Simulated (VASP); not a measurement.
# SnTe (Fm-3m) in VASP: further runs, part 2 of 2

VASP 6.6.1. The steps go on from the part before.

## (3) Single point, PBE

This run uses another cell than the first one, of 32.97 Å³/atom.

Input file INCAR:

```
ALGO     = Normal         # electronic algorithm
EDIFF    = 1E-6           # SCF threshold, eV
ENCUT    = 520            # plane-wave cutoff, eV
GGA      = PE             # functional
ISIF     = 2              # what is computed and relaxed
ISMEAR   = 0              # smearing method
LASPH    = T              # aspherical terms in the spheres
LCHARG   = F              # write CHGCAR
LREAL    = F              # projectors in reciprocal space
LWAVE    = F              # write WAVECAR
NBANDS   = 17             # bands
NELM     = 80             # most SCF steps
PREC     = Accurate       # precision mode
SIGMA    = 0.01           # smearing width, eV
```

Input file KPOINTS:

```
k-points
0
Gamma
  10 10 10
```

Input file POSCAR:

```
SnTe
1.0
    0.0000000000      3.2064870538      3.2064870538
    3.2064870538      0.0000000000      3.2064870538
    3.2064870538      3.2064870538      0.0000000000
Sn Te
1 1
Direct
    0.0000000000      0.0000000000      0.0000000000
    0.5000000000      0.5000000000      0.5000000000
```

Potentials or basis: VASP PAW PBE potentials, release 64 (Sn_d, Te).

Run with:

```bash
> cat potpaw_PBE.64/Sn_d/POTCAR potpaw_PBE.64/Te/POTCAR > POTCAR
> mpirun -np 1 vasp_std > vasp.out
```

OUTCAR:

```text
EDIFF = 1E-6
   ENCUT = 520
   GGA = PE
   ISIF = 2
   ISMEAR = 0
   LASPH = T
   LREAL = F
   NELM = 80
   PREC = Accurate

 ion  position               nearest neighbor table
   1  0.000  0.000  0.000-   2 3.21   2 3.21   2 3.21   2 3.21   2 3.21   2 3.21
   2  0.500  0.500  0.500-   1 3.21   1 3.21   1 3.21   1 3.21   1 3.21   1 3.21

  LATTYP: Found a face centered cubic cell.
 ALAT       =     6.4129741076

  Lattice vectors:

 A1 = (   0.0000000000,   3.2064870538,   3.2064870538)
 A2 = (   3.2064870538,   0.0000000000,   3.2064870538)
 A3 = (   3.2064870538,   3.2064870538,   0.0000000000)

Analysis of symmetry for initial positions (statically):
=====================================================================
 Subroutine PRICEL returns:
 Original cell was already a primitive cell.

 Routine SETGRP: Setting up the symmetry group for a
 face centered cubic supercell.

 Subroutine GETGRP returns: Found 48 space group operations
 (whereof 48 operations were pure point group operations)
 out of a pool of 48 trial point group operations.

The static configuration has the point symmetry O_h .

Analysis of symmetry for dynamics (positions and initial velocities):
=====================================================================
 Subroutine PRICEL returns:
 Original cell was already a primitive cell.

 Routine SETGRP: Setting up the symmetry group for a
 face centered cubic supercell.

 Subroutine GETGRP returns: Found 48 space group operations
 (whereof 48 operations were pure point group operations)
 out of a pool of 48 trial point group operations.

The dynamic configuration has the point symmetry O_h .

 Subroutine INISYM returns: Found 48 space group operations
 (whereof 48 operations are pure point group operations),
 and found     1 'primitive' translations

----------------------------------------------------------------------------------------

                                     Primitive cell

  volume of cell :      65.9354

  direct lattice vectors                    reciprocal lattice vectors
     0.000000000  3.206487054  3.206487054    -0.155933890  0.155933890  0.155933890
     3.206487054  0.000000000  3.206487054     0.155933890 -0.155933890  0.155933890
     3.206487054  3.206487054  0.000000000     0.155933890  0.155933890 -0.155933890

  length of vectors
     4.534657479  4.534657479  4.534657479     0.270085420  0.270085420  0.270085420

  position of ions in fractional coordinates (direct lattice)
     0.000000000  0.000000000  0.000000000
     0.500000000  0.500000000  0.500000000

  ion indices of the primitive-cell ions
   primitive index   ion index
                 1           1
                 2           2

----------------------------------------------------------------------------------------

 KPOINTS: k-points

Automatic generation of k-mesh.
 Grid dimensions read from file:
 generate k-points for:   10   10   10

 Generating k-lattice:

  Cartesian coordinates                     Fractional coordinates (reciprocal lattice)
    -0.015593389  0.015593389  0.015593389     0.100000000  0.000000000  0.000000000
     0.015593389 -0.015593389  0.015593389     0.000000000  0.100000000  0.000000000
     0.015593389  0.015593389 -0.015593389     0.000000000  0.000000000  0.100000000

  Length of vectors
     0.027008542  0.027008542  0.027008542

  Shift w.r.t. Gamma in fractional coordinates (k-lattice)
     0.000000000  0.000000000  0.000000000

 Subroutine IBZKPT returns following result:
 ===========================================

 Found     47 irreducible k-points:

 Following reciprocal coordinates:
            Coordinates               Weight
  0.000000  0.000000  0.000000      1.000000
  0.100000  0.000000  0.000000      8.000000
  0.200000  0.000000  0.000000      8.000000
  0.300000  0.000000  0.000000      8.000000
  0.400000  0.000000  0.000000      8.000000
  0.500000  0.000000  0.000000      4.000000
[... 16 lines left out ...]
  0.300000  0.300000  0.000000      6.000000
  0.400000  0.300000  0.000000     24.000000
 [... further k-points ...]
   k-points           NKPTS =     47   k-points in BZ     NKDIM =     47   number of bands    NBANDS=     17
   number of dos      NEDOS =    301   number of ions     NIONS =      2
   total plane-waves  NPLWV =  46656
   dimension x,y,z NGX =    36 NGY =   36 NGZ =   36
   dimension x,y,z NGXF=    72 NGYF=   72 NGZF=   72
   ions per type =               1   1
   NGX,Y,Z   is equivalent  to a cutoff of  13.20, 13.20, 13.20 a.u.
   NGXF,Y,Z  is equivalent  to a cutoff of  26.40, 26.40, 26.40 a.u.
 SYSTEM =  unknown system
   PREC   = accura    normal or accurate (medium, high low for compatibility)
   ISTART =      0    job   : 0-new  1-cont  2-samecut
   ICHARG =      2    charge: 1-file 2-atom 10-const
   ISPIN  =      1    spin polarized calculation?
   LNONCOLLINEAR =      F non collinear calculations
   LSORBIT =      F    spin-orbit coupling
   LASPH  =      T    aspherical Exc in radial PAW
   ENCUT  =  520.0 eV  38.22 Ry    6.18 a.u.   8.43  8.43  8.43*2*pi/ulx,y,z
   NELM   =     80;   NELMIN=  2; NELMDL= -5     # of ELM steps
   EDIFF  = 0.1E-05   stopping-criterion for ELM
   LREAL  =      F    real-space projection
   EDIFFG = 0.1E-04   stopping-criterion for IOM
   NSW    =      0    number of steps for IOM
   IBRION =     -1    ionic relax: 0-MD 1-quasi-New 2-CG
   NFREE  =      0    steps in history (QN), initial steepest desc. (CG)
   ISIF   =      2    stress and relaxation
   ISYM   =      2    0-nonsym 1-usesym 2-fastsym
   POTIM  = 0.5000    time-step for ionic-motion
   TEBEG  =    0.0;   TEEND  =   0.0 temperature during run
   PSTRESS=    0.0 pullay stress
   NELECT =      20.0000    total number of electrons
   NUPDOWN=      -1.0000    fix difference up-down
   EMIN   =  10.00;   EMAX   =-10.00  energy-range for DOS
   EFERMI =   0.00;   METHOD = LEGACY
   ISMEAR =     0;   SIGMA  =   0.01  broadening in eV -4-tet -1-fermi 0-gaus
   EFERMI_NEDOS =   21; number of points for ismear=-14 and -15
   IALGO  =     38    algorithm
   IMIX   =      4    mixing-type and parameters
     AMIX     =   0.40;   BMIX     =  1.00
     AMIX_MAG =   1.60;   BMIX_MAG =  1.00
  volume/ion in A,a.u.               =      32.97       222.48
  Fermi-wavevector in a.u.,A,eV,Ry     =   1.099965  2.078632 16.461987  1.209922
  Thomas-Fermi vector in A             =   2.236368
   LORBIT       =      0    0 simple, 1 ext, 2 COOP (PROOUT), +10 PAW based schemes
   GGA     = PE    functional components
   LHFCALC =     F    Hartree Fock is set to
   AEXX    =    0.0000 exact exchange contribution
   IVDW    =     0    specifies the selected vdW correction
   LEPSILON=     F    determine dielectric tensor
   LRPA    =     F    only Hartree local field effects (RPA)
 non-spin polarized calculation
 Gauss-broadening in eV      SIGMA  =   0.01
  energy-cutoff  :      520.00
  volume of cell :       65.94
 maximum number of plane-waves:      1807
 NGX is ok and might be reduce to    36
   NGX = 17   NGY = 17   NGZ = 17

 number of electron      20.0000005 magnetization

 Free energy of the ion-electron system (eV)
  ---------------------------------------------------
  ext. energy  EPLUGINS =         0.00000000
  ---------------------------------------------------
  free energy    TOTEN  =        -7.56494357 eV

  energy without entropy =       -7.56494355  energy(sigma->0) =       -7.56494356

 E-fermi :   6.3338     XC(G=0):  -9.2594

 val. band max:        6.3060973661   @ k =   0.5000   0.0000   0.0000
 cond. band min:       6.3615997261   @ k =   0.5000   0.0000   0.0000
 fundamental gap:      0.0555023600
 Fermi energy:         6.3338485419

 k-point     1 :       0.0000    0.0000    0.0000
  band No.  band energies     occupation
      1     -15.5707      2.00000
      2     -15.5707      2.00000
      3     -15.5678      2.00000
      4     -15.5678      2.00000
      5     -15.5678      2.00000
      6      -6.1089      2.00000
[... 9 lines left out ...]
     16      11.1610      0.00000
     17      13.1377      0.00000

 k-point     2 :       0.1000    0.0000    0.0000
  band No.  band energies     occupation
      1     -15.5710      2.00000
      2     -15.5710      2.00000
      3     -15.5676      2.00000
      4     -15.5673      2.00000
      5     -15.5673      2.00000
      6      -6.0310      2.00000
[... 9 lines left out ...]
     16      11.3600      0.00000
     17      13.7441      0.00000
[... 421 lines left out ...]
 k-point    24 :       0.4000    0.3000    0.0000
  band No.  band energies     occupation
      1     -15.5801      2.00000
      2     -15.5696      2.00000
      3     -15.5683      2.00000
      4     -15.5613      2.00000
      5     -15.5610      2.00000
      6      -5.0383      2.00000
[... 9 lines left out ...]
     16      15.3892      0.00000
     17      15.8385      0.00000

 [... further k-points ...]
[... 5 lines left out ...]
  --------------------------------------------------------------------------------------
  -------------------------------------------------------------------------------------
  Total       -0.0424035     -0.0424035     -0.0424035     -0.0000000      0.0000000     -0.0000000
  in kB       -1.0303706     -1.0303706     -1.0303706     -0.0000000      0.0000000     -0.0000000
  external PRESSURE =      -1.0303706 kB  Pullay stress =       0.0000000 kB

 VOLUME and BASIS-vectors are now :
 -----------------------------------------------------------------------------
  energy-cutoff  :      520.00
  volume of cell :       65.94
      direct lattice vectors                 reciprocal lattice vectors
     0.000000000  3.206487054  3.206487054    -0.155933890  0.155933890  0.155933890
     3.206487054  0.000000000  3.206487054     0.155933890 -0.155933890  0.155933890
     3.206487054  3.206487054  0.000000000     0.155933890  0.155933890 -0.155933890

 POSITION                                       TOTAL-FORCE (eV/Angst)
 -----------------------------------------------------------------------------------
      0.00000      0.00000      0.00000         0.000000      0.000000      0.000000
      3.20649      3.20649      3.20649         0.000000      0.000000      0.000000
 -----------------------------------------------------------------------------------
    total drift:                               -0.000000      0.000000      0.000000

  FREE ENERGIE OF THE ION-ELECTRON SYSTEM (eV)
  ---------------------------------------------------
  free  energy   TOTEN  =        -7.5649435674 eV

  energy  without entropy=       -7.5649435470  energy(sigma->0) =       -7.56494356
```

Wall time 33 s (1 thread of AMD EPYC 9R14 (Zen 4), shared host); peak memory 0.2 GiB.

What came out:

```yaml
Free_energy: -7.5649 eV
Pressure: -0.1 GPa
Band_gap_on_the_k_mesh: 0.06 eV
```

Levels at points of the mesh, in eV from the valence-band top:
```tsv
k point	band 6	band 7	band 8	band 9	band 10	band 11	band 12	band 13	band 14	band 15
(0.00, 0.00, 0.00)	-12.41	-4.87	-1.99	-1.99	-1.99	3.25	3.25	3.25	4.85	4.85
(0.50, 0.00, 0.00)	-11.26	-8.06	-1.67	-1.67	0.00	0.06	0.46	0.46	7.67	8.59
(0.50, 0.50, 0.00)	-11.01	-6.42	-5.20	-3.48	-3.48	2.39	4.68	4.68	6.01	8.87
```

Caveat: spin-orbit coupling is left out, which moves the levels of the heavy elements.

## (4) Against experiment

Step 3. Against the measured gap of SnTe, 0.18 eV (direct; 300 K; a printed reference work, textbook), the calculated 0.06 eV is off by -0.12 eV. Spin-orbit coupling on Sn, Te is left out. The value is that of PBE on a finite k mesh, which can miss the band edges, without temperature or zero-point motion. Semilocal functionals fall short of measured gaps as a rule.
